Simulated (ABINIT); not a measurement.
Crystal: P.

```
CELL_PARAMETERS angstrom
1.64774 -5.46504 0.00000
1.64774 5.46504 0.00000
0.00000 0.00000 4.54364
ATOMIC_POSITIONS crystal
P 0.90414 0.09586 0.58882
P 0.09586 0.90414 0.41118
P 0.59586 0.40414 0.08882
P 0.40414 0.59586 0.91118
```

Base run:

```yaml
Program: ABINIT 10.8.3 (patched build)
Functional: LDA
Potentials_or_basis: PseudoDojo NC SR LDA v0.4.1 standard
Cutoff: 490 eV
k_mesh: 6 × 6 × 4
Occupations: fermi-dirac, width 0.05 eV
Spin: no spin polarisation
```

Its results: band gap on the k mesh none (metal or under the smearing width); pressure -2.3 GPa; largest force 0.186 eV/Å.

Q: The run is repeated on the same cell with these changes: functional from LDA to PBEsol; potentials or basis from PseudoDojo NC SR LDA v0.4.1 standard to PseudoDojo NC SR PBEsol v0.4.1 standard; cutoff from 490 eV to 599 eV. What comes out?

A: Band gap on the k mesh none (metal or under the smearing width); pressure -0.6 GPa; largest force 0.305 eV/Å.
